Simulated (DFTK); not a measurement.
# Fitting the BLYP energy curve of Sr

```xyz
1
Lattice="0.0000 3.0423 3.0423 3.0423 0.0000 3.0423 3.0423 3.0423 0.0000" Properties=species:S:1:pos:R:3 pbc="T T T"
Sr    0.0000    0.0000    0.0000
```

The cell was scaled at fixed shape and fractions and run with DFTK, PseudoDojo SR PBE 0.5 standard (PBE), cutoff 925 eV; BLYP, k mesh 6 × 6 × 6 on the cell of 1 atom, fermi-dirac occupations of 0.05 eV, no spin polarisation, no spin-orbit coupling. The potentials were made for PBE. Energies are those that the program minimises, any entropy of the smearing included. For a metal such a mesh isn't converged to the digits shown.

| V (Å³/atom) | energy over the lowest row (meV/atom) |
| --- | --- |
| 52.9402 | 8.499 |
| 54.0666 | ? |
| 55.1929 | 1.093 |
| 56.3193 | 0.000 |
| 57.4457 | 0.428 |
| 58.5721 | 2.233 |
| 59.6985 | 5.275 |

Q: Fit the third-order Birch-Murnaghan form, give V0, B0 and B′, and predict the energy left open.

A: With y = (V0/V)^(2/3), E = E0 + (9 V0 B0/16) [(y - 1)³ B′ + (y - 1)² (6 - 4y)]. Least squares through the rows shown give V0 = 56.5486 Å³/atom, E0 = -0.030 meV, B0 = 10.62 GPa (1 eV/Å³ = 160.218 GPa) and B′ = 4.07, with a largest miss of 0.002 meV. At V = 54.0666 the form with these constants gives 3.865 meV; the run gave 3.869 meV an atom.
